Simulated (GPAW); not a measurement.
# Ni (Fm-3m) in GPAW: notebook

The runs below take Ni through relaxation of cell and atoms, with RPBE+D4, revPBE+D3(BJ), revPBE+D4, BLYP+D3(BJ).

Everything below comes from runs of GPAW 26.7.0. Logs are shortened: lines on timing, memory, paths and dates and some standing lists are left out, and cuts for length are marked. The log counts tension as positive stress, the text compression.

### 1 Starting point

It takes space group Fm-3m (No. 225, cubic). The conventional cell has a = 3.475 Å, b = 3.475 Å, c = 3.475 Å, α = 90.00°, β = 90.00°, γ = 90.00°. Ni (site symmetry m-3m) has 12 Ni at 2.46 Å as nearest neighbours.

### 2 Relaxation of cell and atoms, RPBE+D4, collinear spin, ferromagnetic start

run.py

```python
from ase import Atoms
from ase.calculators.mixing import SumCalculator
from ase.filters import FrechetCellFilter
from ase.io import write
from ase.optimize import LBFGS
from dftd4.ase import DFTD4
from gpaw import GPAW, PW

atoms = Atoms(['Ni'],
              cell=[[0.0, 1.737572933, 1.737572933],
                    [1.737572933, 0.0, 1.737572933],
                    [1.737572933, 1.737572933, 0.0]],
              scaled_positions=[[0.0, 0.0, 0.0]],
              pbc=True)
atoms.set_initial_magnetic_moments([1.0])

calc = GPAW(mode=PW(600),
            xc='RPBE',
            kpts={'size': (13, 13, 13), 'gamma': True},
            occupations={'name': 'fermi-dirac', 'width': 0.05},
            nbands=17,
            convergence={'density': 1e-05, 'forces': 0.0001},
            maxiter=150,
            txt='gpaw.txt')
atoms.calc = SumCalculator([calc, DFTD4(method='rpbe')])
opt = LBFGS(FrechetCellFilter(atoms), trajectory='relax.traj', logfile='-')
done = opt.run(fmax=0.01, steps=100)
calc.write('gs.gpw')
write('result.traj', atoms)
print('Converged:', done)
print('Cell:', atoms.cell.cellpar().round(4))
print('Volume:', round(atoms.get_volume(), 4))
print(atoms.get_scaled_positions().round(5))
```

Potentials or basis: the program's PAW data sets (release 1.2.1) made for this functional, pw.

On the command line:

```console
OMP_NUM_THREADS=1 python run.py
```

gpaw.txt:

```text
__  _  _
 | _ |_)|_||  |
 |__||  | ||/\| - 26.7.0

Input parameters:
  mode=PW(ecut=600.0),
  convergence={'density': 1e-05, 'forces': 0.0001},
  kpts=MonkhorstPack(size=(13, 13, 13), gamma=True),
  maxiter=150,
  nbands=17,
  occupations=Occupations(name='fermi-dirac', width=0.05),
  xc=XC(name='RPBE')

Diagonalizing LCAO Hamiltonian
Converting LCAO to pw mode

       Ni

Atoms  # Å, Bohr magnetons
|   | symbol |        x |        y |        z |    initial magnetic moments |
|---|--------|----------|----------|----------|-----------------------------|
| 0 |     Ni | 0.000000 | 0.000000 | 0.000000 | ( 0.0000,  0.0000,  1.0000) |

Unit cell  # Å
| periodic |        x |        y |        z |  lengths |    angles |
|----------|----------|----------|----------|----------|-----------|
|      yes | 0.000000 | 1.737573 | 1.737573 | 2.457299 | 60.000000 |
|      yes | 1.737573 | 0.000000 | 1.737573 | 2.457299 | 60.000000 |
|      yes | 1.737573 | 1.737573 | 0.000000 | 2.457299 | 60.000000 |

Number of symmetries: 48
Symmetry operations  # r_c * U_cc + t_c -> r_c
|    | kind |            matrix            |
|----|------|------------------------------|
|  0 |  σ   |  1, 0, 0,  1, 0,-1,  1,-1, 0 |
|  1 |  C2  |  1, 0, 0,  1,-1, 0,  1, 0,-1 |
|  2 |  E   |  1, 0, 0,  0, 1, 0,  0, 0, 1 |
|  3 |  σ   |  1, 0, 0,  0, 0, 1,  0, 1, 0 |
|  4 |  C4  |  1, 0,-1,  1, 0, 0,  1,-1, 0 |
|  5 |  S6  |  1, 0,-1,  1,-1, 0,  1, 0, 0 |
|  6 |  σ   |  1, 0,-1,  0, 1,-1,  0, 0,-1 |
|  7 |  C3  |  1, 0,-1,  0, 0,-1,  0, 1,-1 |
|  8 |  S6  |  1,-1, 0,  1, 0, 0,  1, 0,-1 |
|  9 |  C4  |  1,-1, 0,  1, 0,-1,  1, 0, 0 |
| 10 |  C3  |  1,-1, 0,  0,-1, 1,  0,-1, 0 |
| 11 |  σ   |  1,-1, 0,  0,-1, 0,  0,-1, 1 |
| 12 |  σ   |  0, 1, 0,  1, 0, 0,  0, 0, 1 |
| 13 |  C4  |  0, 1, 0,  0, 1,-1, -1, 1, 0 |
| 14 |  C3  |  0, 1, 0,  0, 0, 1,  1, 0, 0 |
| 15 |  S6  |  0, 1, 0, -1, 1, 0,  0, 1,-1 |
| 16 |  C2  |  0, 1,-1,  1, 0,-1,  0, 0,-1 |
| 17 |  σ   |  0, 1,-1,  0, 1, 0, -1, 1, 0 |
| 18 |  S4  |  0, 1,-1,  0, 0,-1,  1, 0,-1 |
| 19 |  C4  |  0, 1,-1, -1, 1, 0,  0, 1, 0 |
| 20 |  C3  |  0, 0, 1,  1, 0, 0,  0, 1, 0 |
| 21 |  σ   |  0, 0, 1,  0, 1, 0,  1, 0, 0 |
[... 136 lines left out ...]
SCF iterations
|iter     | |      energy | eigst |  dens |force |  magmom |
|---------|-|-------------|-------|-------|------|---------|
|iter:   1| |   -6.607634 | -0.04 |       |      |  +1.0010|
|iter:   2| |   -6.617958 | -2.91 | -1.45 |      |  +0.9844|
|iter:   3| |   -6.736715 | -2.55 | -1.48 |      |  +0.7815|
|iter:   4| |   -6.758523 | -2.77 | -1.80 |      |  +0.6201|
|iter:   5| |   -6.758711 | -4.67 | -2.62 |      |  +0.6390|
|iter:   6| |   -6.758760c| -6.56 | -3.18 |      |  +0.6367|
|iter:   7| |   -6.758813c| -6.25 | -3.47 |      |  +0.6349|
|iter:   8| |   -6.758823c| -7.40c| -4.03 |      |  +0.6346|
|iter:   9| |   -6.758827c| -7.94c| -4.40 |      |  +0.6347|
|iter:  10| |   -6.758826c| -8.07c| -4.93 |      |  +0.6347|
|iter:  11| |   -6.758826c| -8.31c| -5.30c|      |  +0.6346|
|iter:  12| |   -6.758826c| -9.82c| -6.47c|-24.47c|  +0.6346|

Converged in 12 steps
Energy contributions relative to reference atoms: (reference = -41373.514253)

Energy contributions:
  Kinetic:           8.752659
  Coulomb:          -6.437702
  Zero:              0.095404
  External:          0.000000
  Xc:               -9.163208
  Entropy:          -0.011958
  Spinorbit:         0.000000
  ----------------------------
  Free energy:      -6.764805
  Extrapolated:     -6.758826

dipole moment: (-7.104011, -7.104011, -7.104011)  # |e|*Ang

Total magnetic moment: (0.000000, 0.000000, 0.634641)
[... 28 lines left out ...]
No gap
No difference between direct/indirect transitions

Stress tensor  # eV/Ang^3
|         x |         y |         z |
|-----------|-----------|-----------|
| -0.106572 | -0.000000 |  0.000000 |
| -0.000000 | -0.106572 |  0.000000 |
|  0.000000 |  0.000000 | -0.106572 |

Forces  # eV/Ang
|       x |        y |        z |
|---------|----------|----------|
| 0.00000 | -0.00000 | -0.00000 |  # Ni   0

Interpolating wave functions to new cell

       Ni

Atoms  # Å, Bohr magnetons
|   | symbol |         x |         y |         z |    initial magnetic moments |
|---|--------|-----------|-----------|-----------|-----------------------------|
| 0 |     Ni | -0.000000 | -0.000000 | -0.000000 | ( 0.0000,  0.0000,  0.6722) |

Unit cell  # Å
| periodic |         x |        y |        z |  lengths |    angles |
|----------|-----------|----------|----------|----------|-----------|
|      yes | -0.000000 | 1.743211 | 1.743211 | 2.465273 | 60.000000 |
|      yes |  1.743211 | 0.000000 | 1.743211 | 2.465273 | 60.000000 |
|      yes |  1.743211 | 1.743211 | 0.000000 | 2.465273 | 60.000000 |

Number of symmetries: 48
Symmetry operations  # r_c * U_cc + t_c -> r_c
|    | kind |            matrix            |
|----|------|------------------------------|
|  0 |  σ   |  1, 0, 0,  1, 0,-1,  1,-1, 0 |
|  1 |  C2  |  1, 0, 0,  1,-1, 0,  1, 0,-1 |
|  2 |  E   |  1, 0, 0,  0, 1, 0,  0, 0, 1 |
|  3 |  σ   |  1, 0, 0,  0, 0, 1,  0, 1, 0 |
|  4 |  C4  |  1, 0,-1,  1, 0, 0,  1,-1, 0 |
|  5 |  S6  |  1, 0,-1,  1,-1, 0,  1, 0, 0 |
|  6 |  σ   |  1, 0,-1,  0, 1,-1,  0, 0,-1 |
|  7 |  C3  |  1, 0,-1,  0, 0,-1,  0, 1,-1 |
|  8 |  S6  |  1,-1, 0,  1, 0, 0,  1, 0,-1 |
|  9 |  C4  |  1,-1, 0,  1, 0,-1,  1, 0, 0 |
| 10 |  C3  |  1,-1, 0,  0,-1, 1,  0,-1, 0 |
| 11 |  σ   |  1,-1, 0,  0,-1, 0,  0,-1, 1 |
| 12 |  σ   |  0, 1, 0,  1, 0, 0,  0, 0, 1 |
| 13 |  C4  |  0, 1, 0,  0, 1,-1, -1, 1, 0 |
| 14 |  C3  |  0, 1, 0,  0, 0, 1,  1, 0, 0 |
| 15 |  S6  |  0, 1, 0, -1, 1, 0,  0, 1,-1 |
| 16 |  C2  |  0, 1,-1,  1, 0,-1,  0, 0,-1 |
| 17 |  σ   |  0, 1,-1,  0, 1, 0, -1, 1, 0 |
| 18 |  S4  |  0, 1,-1,  0, 0,-1,  1, 0,-1 |
| 19 |  C4  |  0, 1,-1, -1, 1, 0,  0, 1, 0 |
| 20 |  C3  |  0, 0, 1,  1, 0, 0,  0, 1, 0 |
| 21 |  σ   |  0, 0, 1,  0, 1, 0,  1, 0, 0 |
[... 136 lines left out ...]
SCF iterations
|iter     | |      energy | eigst |  dens |force |  magmom |
|---------|-|-------------|-------|-------|------|---------|
|iter:   1| |   -6.770049 | -2.59 |       |      |  +0.6346|
|iter:   2| |   -6.769562 | -5.86 | -2.42 |      |  +0.6345|
|iter:   3| |   -6.768854c| -5.33 | -2.52 |      |  +0.6343|
|iter:   4| |   -6.768861c| -6.32 | -3.17 |      |  +0.6345|
|iter:   5| |   -6.768882c| -5.78 | -3.33 |      |  +0.6351|
|iter:   6| |   -6.768883c| -8.52c| -4.05 |      |  +0.6352|
|iter:   7| |   -6.768883c| -8.16c| -4.14 |      |  +0.6354|
|iter:   8| |   -6.768883c| -8.11c| -4.72 |      |  +0.6354|
|iter:   9| |   -6.768883c| -7.59c| -4.94 |      |  +0.6354|
|iter:  10| |   -6.768883c| -9.90c| -6.42c|      |  +0.6354|
|iter:  11| |   -6.768883c|-10.89c| -6.93c|-24.95c|  +0.6354|

Converged in 11 steps
Energy contributions relative to reference atoms: (reference = -41373.514253)

Energy contributions:
  Kinetic:           8.317584
  Coulomb:          -6.106065
  Zero:              0.096618
  External:          0.000000
  Xc:               -9.070962
  Entropy:          -0.012117
  Spinorbit:         0.000000
  ----------------------------
  Free energy:      -6.774941
  Extrapolated:     -6.768883

dipole moment: (-7.124933, -7.124933, -7.124933)  # |e|*Ang

Total magnetic moment: (0.000000, 0.000000, 0.635435)
[... 28 lines left out ...]
No gap
No difference between direct/indirect transitions

Stress tensor  # eV/Ang^3
|         x |         y |         z |
|-----------|-----------|-----------|
| -0.090639 | -0.000000 |  0.000000 |
| -0.000000 | -0.090639 | -0.000000 |
|  0.000000 | -0.000000 | -0.090639 |

Forces  # eV/Ang
|       x |       y |       z |
|---------|---------|---------|
| 0.00000 | 0.00000 | 0.00000 |  # Ni   0

Interpolating wave functions to new cell

       Ni

Atoms  # Å, Bohr magnetons
|   | symbol |         x |         y |         z |    initial magnetic moments |
|---|--------|-----------|-----------|-----------|-----------------------------|
| 0 |     Ni | -0.000000 | -0.000000 | -0.000000 | ( 0.0000,  0.0000,  0.6738) |

Unit cell  # Å
| periodic |         x |        y |         z |  lengths |    angles |
|----------|-----------|----------|-----------|----------|-----------|
|      yes | -0.000000 | 1.746130 |  1.746130 | 2.469401 | 60.000000 |
|      yes |  1.746130 | 0.000000 |  1.746130 | 2.469401 | 60.000000 |
|      yes |  1.746130 | 1.746130 | -0.000000 | 2.469401 | 60.000000 |

Number of symmetries: 48
Symmetry operations  # r_c * U_cc + t_c -> r_c
|    | kind |            matrix            |
|----|------|------------------------------|
|  0 |  σ   |  1, 0, 0,  1, 0,-1,  1,-1, 0 |
|  1 |  C2  |  1, 0, 0,  1,-1, 0,  1, 0,-1 |
|  2 |  E   |  1, 0, 0,  0, 1, 0,  0, 0, 1 |
|  3 |  σ   |  1, 0, 0,  0, 0, 1,  0, 1, 0 |
|  4 |  C4  |  1, 0,-1,  1, 0, 0,  1,-1, 0 |
|  5 |  S6  |  1, 0,-1,  1,-1, 0,  1, 0, 0 |
|  6 |  σ   |  1, 0,-1,  0, 1,-1,  0, 0,-1 |
|  7 |  C3  |  1, 0,-1,  0, 0,-1,  0, 1,-1 |
|  8 |  S6  |  1,-1, 0,  1, 0, 0,  1, 0,-1 |
|  9 |  C4  |  1,-1, 0,  1, 0,-1,  1, 0, 0 |
| 10 |  C3  |  1,-1, 0,  0,-1, 1,  0,-1, 0 |
| 11 |  σ   |  1,-1, 0,  0,-1, 0,  0,-1, 1 |
| 12 |  σ   |  0, 1, 0,  1, 0, 0,  0, 0, 1 |
| 13 |  C4  |  0, 1, 0,  0, 1,-1, -1, 1, 0 |
| 14 |  C3  |  0, 1, 0,  0, 0, 1,  1, 0, 0 |
| 15 |  S6  |  0, 1, 0, -1, 1, 0,  0, 1,-1 |
| 16 |  C2  |  0, 1,-1,  1, 0,-1,  0, 0,-1 |
| 17 |  σ   |  0, 1,-1,  0, 1, 0, -1, 1, 0 |
| 18 |  S4  |  0, 1,-1,  0, 0,-1,  1, 0,-1 |
| 19 |  C4  |  0, 1,-1, -1, 1, 0,  0, 1, 0 |
| 20 |  C3  |  0, 0, 1,  1, 0, 0,  0, 1, 0 |
| 21 |  σ   |  0, 0, 1,  0, 1, 0,  1, 0, 0 |
[... 128 lines left out ...]
convergence criteria:
- Maximum integral of absolute [dens]ity change: 1e-05 electrons / valence electron
- Maximum change in the atomic [forces] across last 2 cycles: 0.0001 eV/Ang OR
Maximum error relative to the maximum force is below inf
- Maximum [total energy] change in last 3 cyles: 0.0005 eV / valence electron
- Maximum integral of absolute [eigenst]ate change: 4e-08 eV^2 / valence electron
maximum number of iterations: 150

SCF iterations
|iter     | |      energy | eigst |  dens |force |  magmom |
|---------|-|-------------|-------|-------|------|---------|
|iter:   1| |   -6.773793 | -3.08 |       |      |  +0.6354|
|iter:   2| |   -6.773664 | -6.42 | -2.71 |      |  +0.6354|
|iter:   3| |   -6.773483c| -5.89 | -2.80 |      |  +0.6353|
|iter:   4| |   -6.773485c| -6.90 | -3.46 |      |  +0.6354|
|iter:   5| |   -6.773491c| -6.34 | -3.61 |      |  +0.6357|
|iter:   6| |   -6.773492c| -7.62c| -4.34 |      |  +0.6357|
|iter:   7| |   -6.773492c| -8.70c| -4.43 |      |  +0.6358|
|iter:   8| |   -6.773492c| -8.65c| -5.01c|      |  +0.6358|
|iter:   9| |   -6.773492c| -8.11c| -5.24c|-25.06c|  +0.6358|

Converged in 9 steps
Energy contributions relative to reference atoms: (reference = -41373.514253)

Energy contributions:
  Kinetic:           8.098966
  Coulomb:          -5.939491
  Zero:              0.097215
  External:          0.000000
  Xc:               -9.024083
  Entropy:          -0.012199
  Spinorbit:         0.000000
  ----------------------------
  Free energy:      -6.779591
  Extrapolated:     -6.773492

dipole moment: (-7.135748, -7.135748, -7.135748)  # |e|*Ang

Total magnetic moment: (0.000000, 0.000000, 0.635836)
[... 28 lines left out ...]
No gap
No difference between direct/indirect transitions

Stress tensor  # eV/Ang^3
|         x |         y |         z |
|-----------|-----------|-----------|
| -0.082689 |  0.000000 | -0.000000 |
|  0.000000 | -0.082689 | -0.000000 |
| -0.000000 | -0.000000 | -0.082689 |

Forces  # eV/Ang
|       x |        y |       z |
|---------|----------|---------|
| 0.00000 | -0.00000 | 0.00000 |  # Ni   0

# Writing to gs.gpw (mode='')
```

It took 48 s on 1 thread of Intel Xeon Platinum 8488C (Sapphire Rapids), shared host; peak memory 0.17 GiB.

What came out:

```yaml
Free_energy: -7.6996 eV
Relaxed_volume: 10.65 Å³/atom
Relaxed_cell: a = 2.469 Å, b = 2.469 Å, c = 2.469 Å, α = 60.00°, β = 60.00°, γ = 60.00°
Space_group_after_relaxing_to_0.05_Å: Fm-3m (No. 225)
Energy_gained_by_relaxing: 1.6 meV/atom
Ionic_steps: 3
Pressure_after_relaxing: 0.0 GPa
Band_gap_on_the_k_mesh: none (metal or under the smearing width)
Net_moment: 0.64 μB per cell
Site_moments: Ni +0.67 μB
Dispersion_energy_per_atom: -0.920 eV
```

The path:
| step | energy change (eV) | largest force (eV/Å) | pressure (GPa) | volume (Å³) |
| --- | --- | --- | --- | --- |
| 1 | 0.0000 | 0.0000 | 3.46 | 10.49 |
| 2 | -0.0014 | 0.0000 | 1.17 | 10.59 |
| 3 | -0.0016 | 0.0000 | 0.03 | 10.65 |

Final structure:
```
Ni
1.0
     0.00000    1.74613    1.74613
     1.74613    0.00000    1.74613
     1.74613    1.74613    0.00000
Ni
1
Direct
  0.00000 0.00000 0.00000
```

Levels at points of the mesh, in eV from the Fermi level:
Spin up:
```tsv
k point	band 6	band 7	band 8	band 9	band 10	band 11
(0.00, 0.00, 0.00)	-2.58	-2.58	-1.34	-1.34	23.79	27.66
```
Spin down:
| k point | band 6 | band 7 | band 8 | band 9 | band 10 | band 11 |
| --- | --- | --- | --- | --- | --- | --- |
| (0.00, 0.00, 0.00) | -1.79 | -1.79 | -0.73 | -0.73 | 23.57 | 27.62 |

Caveat: each step starts from the last one's moments, so a moment once lost doesn't come back; the stock nickel data set gives pressures a few GPa off other programs; later steps reuse the first step's grids; pairwise dispersion overbinds metals, which lowers pressure and volume.

### 3 Relaxation of cell and atoms, revPBE+D3(BJ), collinear spin, ferromagnetic start

run.py

```python
from ase.calculators.mixing import SumCalculator
from ase.filters import FrechetCellFilter
from ase.io import read, write
from ase.optimize import FIRE
from dftd3.ase import DFTD3
from gpaw import GPAW, PW

atoms = read('POSCAR')
atoms.set_initial_magnetic_moments([1.0])

calc = GPAW(mode=PW(600),
            xc='revPBE',
            kpts={'size': (13, 13, 13), 'gamma': True},
            occupations={'name': 'fermi-dirac', 'width': 0.05},
            nbands=17,
            convergence={'density': 1e-05, 'forces': 0.0001},
            maxiter=150,
            txt='gpaw.txt')
atoms.calc = SumCalculator([calc, DFTD3(method='revpbe', damping='d3bj')])
opt = FIRE(FrechetCellFilter(atoms), trajectory='relax.traj', logfile='-')
done = opt.run(fmax=0.05, steps=100)
calc.write('gs.gpw')
write('result.traj', atoms)
print('Converged:', done)
print('Cell:', atoms.cell.cellpar().round(4))
print('Volume:', round(atoms.get_volume(), 4))
print(atoms.get_scaled_positions().round(5))
```

POSCAR

```
Ni
1.0
    0.0000000000      1.7375729330      1.7375729330
    1.7375729330      0.0000000000      1.7375729330
    1.7375729330      1.7375729330      0.0000000000
Ni
1
Direct
    0.0000000000      0.0000000000      0.0000000000
```

Potentials or basis: the program's PAW data sets (release 1.2.1) made for this functional, pw.

On the command line:

```console
OMP_NUM_THREADS=1 python run.py
```

Wall time 18 s (1 thread of Intel Xeon Platinum 8488C (Sapphire Rapids), shared host); peak memory 0.15 GiB.

It converged, with:

```
Free energy                : -7.7917 eV
Pressure after relaxing    : 0.7 GPa
Band gap on the k mesh     : none (metal or under the smearing width)
Net moment                 : 0.63 μB per cell
Site moments               : Ni +0.67 μB
Dispersion energy per atom : -0.926 eV
```

Final structure:
```
Ni
1.0
     0.00000    1.73757    1.73757
     1.73757    0.00000    1.73757
     1.73757    1.73757    0.00000
Ni
1
Direct
  0.00000 0.00000 0.00000
```

Levels at points of the mesh, in eV from the Fermi level:
Spin up:
```csv
k point,band 4,band 5,band 6,band 7,band 8,band 9,band 10,band 11,band 12,band 13
"(0.00, 0.00, 0.00)",-9.47,-2.62,-2.62,-2.62,-1.35,-1.35,23.93,27.89,27.89,27.89
```
Spin down:
```tsv
k point	band 4	band 5	band 6	band 7	band 8	band 9	band 10	band 11	band 12	band 13
(0.00, 0.00, 0.00)	-9.52	-1.83	-1.83	-1.83	-0.74	-0.74	23.72	27.85	27.85	27.85
```

Caveat: each step starts from the last one's moments, so a moment once lost doesn't come back; the stock nickel data set gives pressures a few GPa off other programs; the relaxation stopped at its first step, so nothing moved; later steps reuse the first step's grids; pairwise dispersion overbinds metals, which lowers pressure and volume.

### 4 Relaxation of cell and atoms, revPBE+D4, collinear spin, ferromagnetic start

Edit run.py of step 3 so:

```diff
@@ -3,7 +3,7 @@
 from ase.io import read, write
-from ase.optimize import FIRE
-from dftd3.ase import DFTD3
+from ase.optimize import LBFGS
+from dftd4.ase import DFTD4
 from gpaw import GPAW, PW
 
-atoms = read('POSCAR')
+atoms = read('Ni.xyz')
 atoms.set_initial_magnetic_moments([1.0])
@@ -18,5 +18,5 @@
             txt='gpaw.txt')
-atoms.calc = SumCalculator([calc, DFTD3(method='revpbe', damping='d3bj')])
-opt = FIRE(FrechetCellFilter(atoms), trajectory='relax.traj', logfile='-')
-done = opt.run(fmax=0.05, steps=100)
+atoms.calc = SumCalculator([calc, DFTD4(method='revpbe')])
+opt = LBFGS(FrechetCellFilter(atoms), trajectory='relax.traj', logfile='-')
+done = opt.run(fmax=0.02, steps=40)
 calc.write('gs.gpw')
```

Ni.xyz

```xyz
1
Lattice="0.0000000000 1.7375729330 1.7375729330 1.7375729330 0.0000000000 1.7375729330 1.7375729330 1.7375729330 0.0000000000" Properties=species:S:1:pos:R:3 pbc="T T T"
Ni     0.0000000000      0.0000000000      0.0000000000
```

On the command line:

```console
OMP_NUM_THREADS=1 python run.py
```

Wall time 49 s (1 thread of Intel Xeon Platinum 8488C (Sapphire Rapids), shared host); peak memory 0.18 GiB.

It converged, with:

| Quantity | Value |
| --- | --- |
| Free energy | -7.6831 eV |
| Relaxed volume | 10.63 Å³/atom |
| Relaxed cell | a = 2.468 Å, b = 2.468 Å, c = 2.468 Å, α = 60.00°, β = 60.00°, γ = 60.00° |
| Space group after relaxing (to 0.05 Å) | Fm-3m (No. 225) |
| Energy gained by relaxing | 1.3 meV/atom |
| Ionic steps | 3 |
| Pressure after relaxing | 0.0 GPa |
| Band gap on the k mesh | none (metal or under the smearing width) |
| Net moment | 0.64 μB per cell |
| Site moments | Ni +0.67 μB |
| Dispersion energy per atom | -0.806 eV |

Step by step:
```
step  energy change (eV)  largest force (eV/Å)  pressure (GPa)  volume (Å³)
   1              0.0000                0.0000            3.17        10.49
   2             -0.0012                0.0000            1.06        10.59
   3             -0.0013                0.0000            0.02        10.63
```

Final structure:
```
CELL_PARAMETERS angstrom
0.00000 1.74536 1.74536
1.74536 0.00000 1.74536
1.74536 1.74536 0.00000
ATOMIC_POSITIONS crystal
Ni 0.00000 0.00000 0.00000
```

Levels at points of the mesh, in eV from the Fermi level:
Spin up:
| k point | band 5 | band 6 | band 7 | band 8 | band 9 | band 10 | band 11 | band 12 |
| --- | --- | --- | --- | --- | --- | --- | --- | --- |
| (0.00, 0.00, 0.00) | -2.58 | -2.58 | -2.58 | -1.34 | -1.34 | 23.81 | 27.67 | 27.67 |
Spin down:
```csv
k point,band 4,band 5,band 6,band 7,band 8,band 9,band 10,band 11,band 12,band 13
"(0.00, 0.00, 0.00)",-9.42,-1.79,-1.79,-1.79,-0.73,-0.73,23.60,27.63,27.63,27.63
```

Caveat: each step starts from the last one's moments, so a moment once lost doesn't come back; the stock nickel data set gives pressures a few GPa off other programs; later steps reuse the first step's grids; pairwise dispersion overbinds metals, which lowers pressure and volume.

(Part 1 of 2 ends here.)
